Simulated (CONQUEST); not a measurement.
## HfO2 under changes of volume

One of the cells (10.955 Å³/atom); the others are scaled copies at fixed shape and fractional positions:

```xyz
12
Lattice="5.0048 0.0000 0.0000 0.0000 5.0327 0.0000 0.0000 0.0000 5.2195" Properties=species:S:1:pos:R:3 pbc="T T T"
Hf    3.6661    3.7314    5.0472
Hf    3.6661    1.2151    2.7820
Hf    1.3387    3.7314    2.4375
Hf    1.3387    1.2151    0.1723
O     4.6477    4.4251    3.2994
O     4.6477    1.9087    4.5298
O     2.7020    2.4776    1.2211
O     2.7020    4.9939    1.3886
O     2.3028    4.9939    3.9984
O     2.3028    2.4776    3.8308
O     0.3571    4.4251    0.6896
O     0.3571    1.9087    1.9201
```

Measurements of this composition are mostly on another form, of space group No. 14.

| Item | Value |
| --- | --- |
| Program | CONQUEST 1.3 |
| Functional | PBE |
| Potentials or basis | PseudoDojo NC PBE, DZ, grid of 60 × 60 × 60 points |
| k mesh | 6 × 5 × 5 |
| Occupations | fermi-dirac, width 0.05 eV |
| Spin | no spin polarisation |

```csv
volume (Å³/atom),energy over the lowest point (meV/atom),pressure (GPa),gap on the mesh (eV)
10.298,87.29,29.5,4.53
10.517,52.00,22.1,4.44
10.736,26.58,15.2,4.36
10.955,?,?,?
11.175,1.53,3.8,4.20
11.394,0.00,-1.4,4.12
11.613,5.23,-6.0,4.04
```

What does the run at 10.955 Å³/atom give?

Energy over the lowest point 10.21 meV/atom; pressure 9.0 GPa; gap on the mesh 4.28 eV.

Worked out: A Birch-Murnaghan fit of order 3 (a polynomial in V^(-2/3)) to the other rows has its minimum at 11.33 Å³/atom with B0 = V·E''(V) = 252 GPa and B' = 4.4 at fixed shape and positions, which overstates the stiffness. It gives 10.05 meV/atom at 10.955 Å³/atom, against the run's 10.21, and -dE/dV = 9.1 GPa, against 9.0. A straight line through the other rows of the gap, of slope -4.05 eV per unit of ln V, gives 4.28 eV, against the run's 4.28.

Energies are extrapolated to zero smearing.

Caveats: the atomic basis is small; the real-space grid is too coarse here: the forces don't sum to zero and aren't listed, and the energy moves when atoms move against the grid; spin-orbit coupling is left out, which moves the levels of the heavy elements; an odd mesh through Γ misses points on the zone boundary, where band edges often lie; the basis of atomic orbitals isn't converged, which shifts pressures, moduli and gaps.
